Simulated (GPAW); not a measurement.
Crystal: SiC (Moissanite).

```
CELL_PARAMETERS angstrom
3.07600 0.00000 0.00000
-1.53800 2.66389 0.00000
0.00000 0.00000 5.04800
ATOMIC_POSITIONS crystal
Si 0.66667 0.33333 0.50000
Si 0.33333 0.66667 0.00000
C 0.66667 0.33333 0.88500
C 0.33333 0.66667 0.38500
```

| Item | Value |
| --- | --- |
| Program | GPAW 26.7.0 |
| Task | relaxation of cell and atoms |
| Functional | TASK |
| Potentials or basis | GPAW PAW data sets (gpaw-data 1.2.1) |
| Cutoff | 800 eV |
| Basis | pw |
| k mesh | 7 × 7 × 4 |
| Occupations | fermi-dirac, width 0.05 eV |
| Spin | no spin polarisation |

At the start: pressure 8.8 GPa; volume 10.34 Å³/atom.

Question: Where does the relaxation end?

Answer: Over 6 steps the energy falls by 20.3 meV/atom and the volume is 10.73 Å³/atom (+3.7 %); space group P6_3mc (No. 186, to 0.05 Å).

Step by step:
```tsv
step	energy change (eV)	largest force (eV/Å)	pressure (GPa)	volume (Å³)
1	0.0000	0.8071	8.75	41.36
2	-0.0419	0.4085	7.05	41.62
3	-0.0684	0.1707	4.03	42.14
4	-0.0733	0.1509	3.02	42.32
5	-0.0811	0.0087	0.05	42.89
6	-0.0812	0.0010	-0.01	42.90
```

Final structure:
```
CELL_PARAMETERS angstrom
3.11446 0.00000 0.00000
-1.55723 2.69720 0.00000
0.00000 0.00000 5.10721
ATOMIC_POSITIONS crystal
Si 0.66667 0.33333 0.50450
Si 0.33333 0.66667 0.00450
C 0.66667 0.33333 0.88050
C 0.33333 0.66667 0.38050
```

Caveat: later steps reuse the first step's grids; the PAW data sets were made with another functional, which shifts forces and pressure a little.
